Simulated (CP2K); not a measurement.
MoS2:

```xyz
6
Lattice="3.1690 0.0000 0.0000 -1.5845 2.7444 0.0000 0.0000 0.0000 12.3240" Properties=species:S:1:pos:R:3 pbc="T T T"
Mo    1.5845    0.9148    9.2430
Mo    0.0000    1.8296    3.0810
S     1.5845    0.9148    4.6461
S     0.0000    1.8296   10.8081
S     1.5845    0.9148    1.5159
S     0.0000    1.8296    7.6779
```

Base run:

```yaml
Program: CP2K 2026.2
Functional: PBE
Potentials_or_basis: POTENTIAL_UZH Mo GTH-PBE-q14, S GTH-PBE-q6; DZVP-MOLOPT-PBE-GTH basis
Density_cutoff: 9184 eV
k_mesh: 10 × 10 × 3
Occupations: fermi-dirac, width 0.05 eV
Spin: no spin polarisation
```

Its results: band gap on the k mesh 0.96 eV, indirect (least direct gap 1.91 eV); pressure 3.9 GPa; largest force 0.174 eV/Å.

After a change of settings the same cell gave: band gap on the k mesh 0.92 eV, indirect (least direct gap 1.92 eV); pressure -0.3 GPa; largest force 0.027 eV/Å. Which change was it?
A. functional from PBE to vdW-DF-cx
B. functional from PBE to optB88-vdW
C. functional from PBE to PBEsol
D. functional from PBE to LDA

C.

PBEsol binds more tightly than PBE, so the same cell stands under less pressure.

Caveats: this functional lacks dispersion, which binds the layers, so the pressure and a relaxed spacing across them are unreliable; the basis of atomic orbitals isn't converged, which shifts pressures, moduli and gaps; the potentials were made for another functional, which shifts forces and pressure (some runs).

Not every run made on this cell is shown here.
